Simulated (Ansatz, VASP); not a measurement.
## One calculation of Sb8H, two programs

```
CELL_PARAMETERS angstrom
4.30840 0.00000 0.00000
-2.15420 3.73118 0.00000
0.00000 0.00000 28.78321
ATOMIC_POSITIONS crystal
Sb 0.66667 0.33333 0.27794
Sb 0.00000 0.00000 0.33037
Sb 0.33333 0.66667 0.41502
Sb 0.66667 0.33333 0.46886
Sb 0.00000 0.00000 0.55290
Sb 0.33333 0.66667 0.60725
Sb 0.66667 0.33333 0.71667
Sb 0.00000 0.00000 0.77157
H 0.66667 0.33333 0.65064
```

Alike in both runs: functional PBE; k mesh 10 × 10 × 1; occupations gaussian, width 0.05 eV; no spin polarisation.

Ansatz relaxed the structure, and its values are those at the end. VASP's run is a single point on that final structure, the one shown.

```csv
,VASP,Ansatz
version,VASP 6.6.1,Ansatz 0.2.0
potentials or method,"VASP PAW PBE potentials, release 64 (Sb, H)","scalar-relativistic, plane waves, PAW"
plane-wave cutoff (eV),520,420
valence electrons in the cell,41,121
```

|  | VASP | Ansatz | Ansatz less VASP |
| --- | --- | --- | --- |
| gap on the k mesh at the Fermi level (eV) | none | none | - |
| rms of the force components (eV/Å) | 0.099 | 0.083 | -0.0166 |

A gap of «none» marks a metal or a gap that the smearing closes. The two sets of potentials don't hold the same shells in valence. Ansatz warned: «xc_potential_rough_in_thin_density».

Spin-orbit coupling is left out, which matters for the levels of Sb.
